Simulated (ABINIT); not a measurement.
# AgBr (Fm-3m): G0W0 with ABINIT, start to end, part 2 of 2

Aim: the G0W0 gap of AgBr (Fm-3m) on PBE with spin-orbit coupling, step by step.

ABINIT 10.8.3; PBE and many-body steps on it, plane waves. Known limits of the many-body steps: not at the basis limit; screening head approximate; d shell near the gap, gap tends to lie low; coarse k mesh.

So far. Step 2 (Ground state): The gap is indirect, with the least direct gap 1.84 eV higher. Step 3 (Bands along the symmetry lines): The gap is 0.588 eV, as in the run before at this level.

The database entry behind the starting cell differs from later determinations by our own check (about 0.6 % short of the room-temperature cell), so it need not match the best structure at ambient conditions.

## 4. Empty states on the mesh, 4×4×4 mesh, 120 bands

Level of this step: DFT, PBE with spin-orbit coupling, plane waves, norm-conserving pseudopotentials (ABINIT).

The sums over transitions need many empty states on a uniform mesh; this step solves for them.

File run.abi:

```
acell 3*1.0 Angstrom
rprim 
  -0.000000000000 2.870150000000 2.870150000000
  2.870150000000 0.000000000000 2.870150000000
  2.870150000000 2.870150000000 0.000000000000
ntypat 2
znucl 47 35
natom 2
typat 1 2
xred 
  0.000000000000 0.000000000000 0.000000000000
  0.500000000000 0.500000000000 0.500000000000
pp_dirpath "pseudos"
pseudos "Ag.upf, Br.upf"
ecut 37
nspinor 2
ngkpt 4 4 4
nshiftk 1
shiftk 0 0 0
kptopt 1
chksymbreak 0
iscf -2
irdden 1
istwfk *1
nband 120
nbdbuf 10
tolwfr 1e-09
nstep 60
prtvol 0
indata_prefix "in"
outdata_prefix "out"
tmpdata_prefix "tmp"
```

On the command line:

```bash
$ OMP_NUM_THREADS=1 mpirun -n 8 abinit run.abi > log
```

Numbers of over 12 decimals in the logs are rounded to 6 here.

The program printed:

```text
.Version 10.8.3 of ABINIT. v10.8.2 released Aug 2026.

 Symmetries : space group Fm -3 m (#225); Bravais cF (face-center cubic)
[... echo of the input left out ...]
== DATASET  1 ==================================================================
-   mpi_nproc: 8, omp_nthreads: 1 (-1 if OMP is not activated)

--- !DatasetInfo
iteration_state: {dtset: 1, }
dimensions: {natom: 2, nkpt: 8, mband: 120, nsppol: 1, nspinor: 2, nspden: 1, mpw: 3479, }
cutoff_energies: {ecut:  37.0, pawecutdg:  -1.0, }
electrons: {nelect:   2.60000000E+01, charge:   0.00000000E+00, occopt:   1.00000000E+00, tsmear:   1.00000000E-02, }

 Real(R)+Recip(G) space primitive vectors, cartesian coordinates (Bohr,Bohr^-1):
 R(1)=  0.0000000  5.4237974  5.4237974  G(1)= -0.0921863  0.0921863  0.0921863
 R(2)=  5.4237974  0.0000000  5.4237974  G(2)=  0.0921863 -0.0921863  0.0921863
 R(3)=  5.4237974  5.4237974  0.0000000  G(3)=  0.0921863  0.0921863 -0.0921863
 Unit cell volume ucvol=  3.1910998E+02 bohr^3
 Angles (23,13,12)=  6.00000000E+01  6.00000000E+01  6.00000000E+01 degrees

 getcut: wavevector=  0.0000  0.0000  0.0000  ngfft=  45  45  45
         ecut(hartree)=     37.000   => boxcut(ratio)=   2.09492

--- Pseudopotential description ------------------------------------------------
- Ag Generated using ONCVPSP code by D. R. Hamann
- 47.00000  19.00000  180423                  znucl, zion, pspdat
12 -101130 2 -1 1538                          pspcod,pspxc,lmax,lloc,mmax
     nproj     2     4     3     0
     spin-orbit psp
        nprojso     4     3     0
  pspatm : epsatm=   27.57090862
         --- l  ekb(1:nproj) -->
             0   -0.417598    9.560282
             1    3.421747   -0.133403   -0.005404    0.000059
             2   -1.590543   -0.389496   -0.000033
  spin-orbit 1    0.378644   -0.145753    0.014436   -0.000735
  spin-orbit 2    0.045013    0.011481   -0.000579
 pspatm: atomic psp has been read  and splines computed

- Br Generated using ONCVPSP code by D. R. Hamann
- 35.00000   7.00000  180423                  znucl, zion, pspdat
12 -101130 2 -1 1110                          pspcod,pspxc,lmax,lloc,mmax
     nproj     2     3     3     0
     spin-orbit psp
        nprojso     4     4     0
  pspatm : epsatm=   11.65225461
         --- l  ekb(1:nproj) -->
             0    0.878030    8.455347
             1    5.296960    0.884184    0.010490
             2    2.601663    0.386433    0.000588
  spin-orbit 1    0.408712   -0.253934    0.061012   -0.000372
  spin-orbit 2    0.108928   -0.011508    0.005488   -0.000068
 pspatm: atomic psp has been read  and splines computed

--------------------------------------------------------------------------------

================================================================================
 prteigrs : about to open file out_EIG
 Non-SCF case, kpt    1 (  0.00000  0.00000  0.00000), residuals and eigenvalues=
  4.11E-10  5.22E-10  2.88E-10  5.65E-10  2.03E-10  2.64E-10  6.16E-10  7.88E-10
  1.20E-10  6.76E-10  4.34E-10  5.34E-10  7.52E-10  8.66E-10  3.48E-10  8.83E-10
  1.79E-10  4.70E-10  6.77E-10  8.45E-10  1.20E-10  8.62E-10  6.65E-11  9.98E-11
[...]
-3.1304E+00 -3.1304E+00 -1.9196E+00 -1.9196E+00 -1.7329E+00 -1.7329E+00
 -1.7329E+00 -1.7329E+00 -3.7384E-01 -3.7384E-01  6.5698E-02  6.5698E-02
  6.5698E-02  6.5698E-02  8.5167E-02  8.5167E-02  8.5211E-02  8.5211E-02
[...]
1.7723E+00  1.7723E+00  1.8786E+00  1.8786E+00  1.8786E+00  1.8786E+00
  1.8786E+00  1.8786E+00  1.9109E+00  1.9109E+00  1.9109E+00  1.9109E+00
 prteigrs : prtvol=0 or 1, do not print more k-points.

--- !ResultsGS
iteration_state: {dtset: 1, }
comment   : Summary of ground state results
lattice_vectors:
- [ -0.0000000,   5.4237974,   5.4237974, ]
- [  5.4237974,   0.0000000,   5.4237974, ]
- [  5.4237974,   5.4237974,   0.0000000, ]
lattice_lengths: [   7.67041,    7.67041,    7.67041, ]
lattice_angles: [ 60.000,  60.000,  60.000, ] # degrees, (23, 13, 12)
lattice_volume:   3.1910998E+02
convergence: {deltae:  0.000E+00, res2:  0.000E+00, residm:  9.996E-10, diffor:  0.000E+00, }
etotal    :  -1.70761839E+02
entropy   :   0.00000000E+00
fermie    :   1.83463217E-01
cartesian_stress_tensor: null
pressure_GPa: null
xred      :
- [  0.0000E+00,   0.0000E+00,   0.0000E+00, Ag]
- [  5.0000E-01,   5.0000E-01,   5.0000E-01, Br]
cartesian_forces: null
force_length_stats: {min: null, max: null, mean: null, }

 Integrated electronic density in atomic spheres:
 ------------------------------------------------
 Atom  Sphere_radius  Integrated_density
    1        2.00000         16.39602431
    2        2.00000          4.20780313
================================================================================

 ----iterations are completed or convergence reached----

 Mean square residual over all n,k,spin=   41.455E-11; max=  99.957E-11
 reduced coordinates (array xred) for    2 atoms
       0.000000000000      0.000000000000      0.000000000000
       0.500000000000      0.500000000000      0.500000000000

 cartesian coordinates (angstrom) at end:
    1      0.000000     0.000000     0.000000
    2      2.870150     2.870150     2.870150
 length scales=  1.889726125908  1.889726125908  1.889726125908 bohr
              =  1.000000000000  1.000000000000  1.000000000000 angstroms
 prteigrs : about to open file out_EIG
 Eigenvalues (hartree) for nkpt=   8  k points:
 kpt#   1, nband=120, wtk=  0.01563, kpt=  0.0000  0.0000  0.0000 (reduced coord)
[...]
1.75381    1.75381    1.77228    1.77228    1.77228    1.77228    1.87861    1.87861
   1.87861    1.87861    1.87863    1.87863    1.91086    1.91086    1.91086    1.91088
 prteigrs : prtvol=0 or 1, do not print more k-points.

== END DATASET(S) ==============================================================
================================================================================

 -outvars: echo values of variables after computation  --------
            nband         120
             nkpt           8
          spgroup         225
 [... the other variables as echoed above ...]

 Calculation completed.
```

It took 33 s on 8 MPI ranks of Arm Neoverse V2, shared host; peak memory 0.69 GiB; 4.4 min of CPU time.

Numbers from this step:

| Property | Result |
| --- | --- |
| gap | 0.5878 eV |
| k of the valence top | 0.5, 0, 0 |
| k of the conduction bottom | 0, 0, 0 |
| least direct gap | 2.426 eV |
| k points computed | 8 |
| lowest point of the top converged band, above the valence top | 43.23 eV |

On this mesh the gap is 0.588 eV.

## 5. Screening, 4×4×4 mesh, 110 bands, screening to 119.7 eV

The RPA dielectric matrix is built and inverted for each q.

This step: RPA screening on PBE with spin-orbit coupling, plane waves, norm-conserving pseudopotentials.

Changes to run.abi since step 4:

```diff
@@ -21,10 +21,11 @@
 chksymbreak 0
-iscf -2
-irdden 1
 istwfk *1
-nband 120
-nbdbuf 10
-tolwfr 1e-09
-nstep 60
-prtvol 0
+occopt 1
+irdwfk 1
+optdriver 3
+nband 110
+ecuteps 4.4
+inclvkb 0
+awtr 1
+symchi 1
 indata_prefix "in"
```

The program printed:

```text
.Version 10.8.3 of ABINIT. v10.8.2 released Aug 2026.

 Symmetries : space group Fm -3 m (#225); Bravais cF (face-center cubic)
[... echo of the input left out ...]
== DATASET  1 ==================================================================
-   mpi_nproc: 8, omp_nthreads: 1 (-1 if OMP is not activated)

--- !DatasetInfo
iteration_state: {dtset: 1, }
dimensions: {natom: 2, nkpt: 8, mband: 110, nsppol: 1, nspinor: 2, nspden: 1, mpw: 3479, }
cutoff_energies: {ecut:  37.0, pawecutdg:  -1.0, }
electrons: {nelect:   2.60000000E+01, charge:   0.00000000E+00, occopt:   1.00000000E+00, tsmear:   1.00000000E-02, }

 SCREENING: Calculation of the susceptibility and dielectric matrices

 Based on a program developped by R.W. Godby, V. Olevano, G. Onida, and L. Reining.
 Incorporated in ABINIT by V. Olevano, G.-M. Rignanese, and M. Torrent.
.Using double precision arithmetic ; gwpc =  8

[... cell and pseudopotentials left out ...]
--------------------------------------------------------------------------------

 ==== K-mesh for the wavefunctions ====
 Number of points in the irreducible wedge :     8
[... list of points left out ...]
 Together with 48 symmetry operations and time-reversal symmetry
 yields    64 points in the full Brillouin Zone.

 ==== Q-mesh for the screening function ====
 Number of points in the irreducible wedge :     8
[... list of points left out ...]
 Together with 48 symmetry operations and time-reversal symmetry
 yields    64 points in the full Brillouin Zone.

 setmesh: FFT mesh size selected  =    27x   27x   27
          total number of points  =        19683

 vcoul_init : cutoff-mode = AUXILIARY_FUNCTION
 q-points for optical limit:   1
     1)      0.000010    0.000020    0.000030

- screening: taking advantage of time-reversal symmetry
- Maximum band index for partially occupied states nbvw = 26
- Remaining bands to be divided among processors   nbcw = 84
- Number of bands treated by each node ~10

 Number of electrons calculated from density =   26.0000; Expected =   26.0000
 average of density, n =  0.081477
 r_s =    1.4310
 omega_plasma =   27.5342 [eV]

 calculating chi0 at frequencies [eV] :
  1    0.000000E+00    0.000000E+00
  2    0.000000E+00    2.753418E+01

--------------------------------------------------------------------------------
  q-point number  1        q = ( 0.000000, 0.000000, 0.000000) [r.l.u.]
--------------------------------------------------------------------------------
[... chi0 elements left out ...]
 For q-point:  0.000010 0.000020 0.000030
  dielectric constant =   6.8563
  dielectric constant without local fields =   7.3719

  Average fulfillment of the sum rule on Im[epsilon] for q-point    1 :     44.70  [%]
[... wings left out ...]
  q-point number  2        q = ( 0.250000, 0.000000, 0.000000) [r.l.u.]
--------------------------------------------------------------------------------
[... chi0 elements left out ...]
  Average fulfillment of the sum rule on Im[epsilon] for q-point    2 :     62.02  [%]

 [... 6 further q-points ...]
```

Wall time 40 s (8 MPI ranks); peak memory 2.2 GiB.

This step gave:

```yaml
eps_infinity_with_local_fields_on_this_mesh_along_the_program_s_q_direction: 6.856
the_same_without_local_fields: 7.372
plasma_frequency: 27.53 eV
plane_waves_in_the_screening_matrix: 137
```

Local fields lower ε∞ by 7 %. On a Γ-centred mesh this coarse the value itself is usually too large, while a short band sum pulls it down.

## 6. Self-energy, 4×4×4 mesh, 110 bands, screening to 119.7 eV

The self-energy is evaluated for the states that the input lists, and the levels follow from it, in one-shot runs by the linearised quasiparticle equation.

This step: G0W0 on PBE with spin-orbit coupling, plane waves, norm-conserving pseudopotentials.

Changes to run.abi since step 5:

```diff
@@ -24,8 +24,17 @@
 irdwfk 1
-optdriver 3
+optdriver 4
 nband 110
+gwcalctyp 0
+ecutsigx 37
+symsigma 0
+nkptgw 2
+kptgw 
+  0.5000000000 0.0000000000 0.0000000000
+  0.0000000000 0.0000000000 0.0000000000
+bdgw 
+  23 30
+  23 32
 ecuteps 4.4
-inclvkb 0
-awtr 1
-symchi 1
+irdscr 1
+ppmodel 1
 indata_prefix "in"
```

The program printed:

```text
.Version 10.8.3 of ABINIT. v10.8.2 released Aug 2026.

 Symmetries : space group Fm -3 m (#225); Bravais cF (face-center cubic)
[... echo of the input left out ...]
== DATASET  1 ==================================================================
-   mpi_nproc: 8, omp_nthreads: 1 (-1 if OMP is not activated)

--- !DatasetInfo
iteration_state: {dtset: 1, }
dimensions: {natom: 2, nkpt: 8, mband: 110, nsppol: 1, nspinor: 2, nspden: 1, mpw: 3479, }
cutoff_energies: {ecut:  37.0, pawecutdg:  -1.0, }
electrons: {nelect:   2.60000000E+01, charge:   0.00000000E+00, occopt:   1.00000000E+00, tsmear:   1.00000000E-02, }

 SIGMA: Calculation of the GW corrections

 Based on a program developped by R.W. Godby, V. Olevano, G. Onida, and L. Reining.
 Incorporated in ABINIT by V. Olevano, G.-M. Rignanese, and M. Torrent.
.Using double precision arithmetic ; gwpc =  8

[... cell and pseudopotentials left out ...]
--------------------------------------------------------------------------------

 ==== K-mesh for the wavefunctions ====
 Number of points in the irreducible wedge :     8
[... list of points left out ...]
 Together with 48 symmetry operations and time-reversal symmetry
 yields    64 points in the full Brillouin Zone.

 ==== Q-mesh for screening function ====
 Number of points in the irreducible wedge :     8
[... list of points left out ...]
 Together with 48 symmetry operations and time-reversal symmetry
 yields    64 points in the full Brillouin Zone.

 vcoul_init : cutoff-mode = AUXILIARY_FUNCTION
 q-points for optical limit:   1
     1)      0.000010    0.000020    0.000030
 setmesh: FFT mesh size selected  =    45x   45x   45
          total number of points  =        91125

 Number of electrons calculated from density =   26.0000; Expected =   26.0000
 average of density, n =  0.081477
 r_s =    1.4310
 omega_plasma =   27.5342 [eV]

 === KS Band Gaps ===
  >>>> For spin  1
   Minimum direct gap =   2.4257 [eV], located at k-point      :   0.0000  0.0000  0.0000
   Fundamental gap    =   0.5876 [eV], Top of valence bands at :   0.5000  0.0000  0.0000
                                       Bottom of conduction at :   0.0000  0.0000  0.0000
 SIGMA fundamental parameters:
 PLASMON POLE MODEL  1
 number of plane-waves for SigmaX                 3479
 number of plane-waves for SigmaC and W            137
 number of plane-waves for wavefunctions          3479
 number of bands                                   110
 number of independent spin polarizations            1
 number of spinorial components                      2
 number of k-points in IBZ                           8
 number of q-points in IBZ                           8
 number of symmetry operations                      48
 number of k-points in BZ                           64
 number of q-points in BZ                           64
 number of frequencies for dSigma/dE                 9
 frequency step for dSigma/dE [eV]                0.25
 number of omega for Sigma on real axis              0
 max omega for Sigma on real axis  [eV]           0.00
 zcut for avoiding poles [eV]                     0.10

 EPSILON^-1 parameters (SCR file):
 dimension of the eps^-1 matrix on file            137
 dimension of the eps^-1 matrix used               137
 number of plane-waves for wavefunctions          3479
 number of bands                                   110
 number of q-points in IBZ                           8
 number of frequencies                               2
 number of real frequencies                          1
 number of imag frequencies                          1

 matrix elements of self-energy operator (all in [eV])

 Perturbative Calculation

--- !SelfEnergy_ee
iteration_state: {dtset: 1, }
kpoint     : [   0.500,    0.000,    0.000, ]
spin       : 1
KS_gap     :    3.644
QP_gap     :    4.312
Delta_QP_KS:    0.668
data: !SigmaeeData |
     Band     E0 <VxcDFT>   SigX SigC(E0)      Z dSigC/dE  Sig(E)    E-E0       E
       23   4.847 -20.174 -24.532   3.932   0.798  -0.252 -20.514  -0.340   4.507
       24   4.847 -20.174 -24.532   3.932   0.798  -0.252 -20.514  -0.340   4.507
       25   4.992 -19.541 -23.691   3.719   0.800  -0.249 -19.886  -0.345   4.647
       26   4.992 -19.541 -23.691   3.719   0.800  -0.249 -19.886  -0.345   4.647
       27   8.636  -8.818  -4.771  -3.660   0.833  -0.201  -8.495   0.323   8.959
       28   8.636  -8.818  -4.771  -3.660   0.833  -0.201  -8.495   0.323   8.959
       29  11.505 -13.330  -7.298  -4.568   0.801  -0.249 -12.158   1.172  12.677
       30  11.505 -13.330  -7.298  -4.568   0.801  -0.249 -12.158   1.172  12.677

--- !SelfEnergy_ee
iteration_state: {dtset: 1, }
kpoint     : [   0.000,    0.000,    0.000, ]
spin       : 1
KS_gap     :    2.426
QP_gap     :    3.485
Delta_QP_KS:    1.059
data: !SigmaeeData |
     Band     E0 <VxcDFT>   SigX SigC(E0)      Z dSigC/dE  Sig(E)    E-E0       E
       23   3.154 -13.185 -16.608   2.771   0.800  -0.250 -13.707  -0.522   2.632
       24   3.154 -13.185 -16.588   2.760   0.800  -0.250 -13.700  -0.514   2.640
[...]
28   5.580 -10.608  -6.502  -3.453   0.827  -0.209 -10.068   0.540   6.120
       29  14.804 -11.395  -6.514  -4.021   0.818  -0.222 -10.691   0.704  15.508
       30  14.804 -11.395  -6.512  -4.022   0.818  -0.222 -10.691   0.705  15.509
       31  14.804 -11.395  -6.514  -4.022   0.818  -0.222 -10.692   0.703  15.508
       32  14.804 -11.395  -6.515  -4.021   0.818  -0.222 -10.692   0.703  15.507

== END DATASET(S) ==============================================================
================================================================================

 -outvars: echo values of variables after computation  --------
           etotal      0.0000000000E+00
            nband         110
             nkpt           8
          spgroup         225
 [... the other variables as echoed above ...]

 Calculation completed.
```

Run time: 49 s. Hardware: 8 MPI ranks; peak memory 2.4 GiB.

Numbers from this step:

| Property | Result |
| --- | --- |
| G0W0 gap on the points computed | 1.473 eV |
| starting gap on the mesh | 0.5878 eV |
| k of the valence top | 0.5, 0, 0 |
| k of the conduction bottom | 0, 0, 0 |
| Z at the valence top | 0.8 |
| Z at the conduction bottom | 0.827 |
| least direct G0W0 gap on the computed points | 3.48 eV |

The gap on the mesh goes from 0.59 eV to 1.47 eV, a correction of +0.89 eV.

Limits: finite bands, cutoff and mesh; screening head approximate; d shell near the gap, gap tends to lie low; coarse k mesh. v1 is the top filled band, c1 the lowest empty one. The levels before and after the correction (eV, zero at the valence-band top of each column):

```tsv
	conduction bottom	valence top
Kohn-Sham	0.59	0.00
G0W0	1.47	0.00
```

```tsv
	level	energy (eV)
Kohn-Sham	(0.5 0 0) v3	-0.145
Kohn-Sham	(0.5 0 0) v2-v1	0.000
Kohn-Sham	(0.5 0 0) c1-c2	3.644
Kohn-Sham	(0.5 0 0) c3	6.513
Kohn-Sham	Γ v3-v2	-1.838
Kohn-Sham	Γ v1	-1.838
Kohn-Sham	Γ c1-c2	0.588
Kohn-Sham	Γ c3	9.812
G0W0	(0.5 0 0) v3	-0.140
G0W0	(0.5 0 0) v2-v1	0.000
G0W0	(0.5 0 0) c1-c2	4.312
G0W0	(0.5 0 0) c3	8.030
G0W0	Γ v3-v2	-2.007
G0W0	Γ v1	-2.012
G0W0	Γ c1-c2	1.473
G0W0	Γ c3	10.861
```

## 7. Where the time went

Times are wall times on 8 MPI ranks of Arm Neoverse V2, shared host, good to a factor of about two.

```tsv
step	time	share	memory (GiB)
ground state	26 s	15 %	0.72
bands along the symmetry lines	26 s	15 %	0.63
empty states on the mesh	33 s	19 %	0.69
screening	40 s	23 %	2.2
self-energy	49 s	28 %	2.4
```

## 8. Summary of results

```json
{
  "PBE gap": "0.59 eV, indirect",
  "G0W0 gap on the mesh": "1.47 eV",
  "GW settings": "4×4×4 mesh, 110 bands, screening to 119.7 eV, Godby-Needs plasmon pole",
  "known limits": "not at the basis limit; screening head approximate; d shell near the gap, gap tends to lie low; coarse k mesh"
}
```

G0W0 moves the gap on the mesh from 0.59 eV to 1.47 eV (+0.89 eV), with Z of 0.80 and 0.83 at the edges. Local fields lower the RPA ε∞ on this mesh from 7.37 to 6.86; a Γ-centred mesh this coarse tends to raise both, most where the direct gap is narrow, while a short band sum lowers them. Only 2 of the mesh's irreducible points were corrected, so a valley elsewhere could overtake. Bands and cutoff are finite, so the gap is not at the basis limit. The miss can reach some tenths of an eV and take either sign; the mesh is an error of its own. In the G0W0 run levels were corrected at 2 k points alone, so a gap called «on the mesh» is the least over those, and an edge elsewhere would be missed. The 4×4×4 mesh is coarse for this cell, which bears on the long-range parts of exchange and screening. The long-wavelength limit of the screening leaves out the non-local commutator, which shifts ε∞. A d shell, filled or nearly so, lies near the gap. One-shot GW converges very slowly in bands there, not always from below, and on a semilocal start the gap tends to come out low; starts rich in exact exchange can overshoot instead.

[Paths, hosts, dates, memory and timing lines, banners, echoed tables and standing remarks are left out of the program output.]

[Logs are printed without paths, hosts, clocks, repeated set-up lines and the standing remarks that a program may print on its own settings, such as how far it seeks lower states.]

[Runs of the session that timed out or met a known fault of the program may be left out.]

[Hosts, paths, dates, database ids (printed as entryN), source tags and the programs' standing remarks are cut or masked in the printed files.]

[G0W0 gaps are taken among the corrected bands and points alone; a level outside them can change the order at an edge.]

[Where Ansatz stands beside ABINIT at settings called matched, ABINIT's density can come from a denser mesh and the files from another edition; pairs whose starting gaps differed by over 0.03 eV were left out, so agreement reads better than it is.]
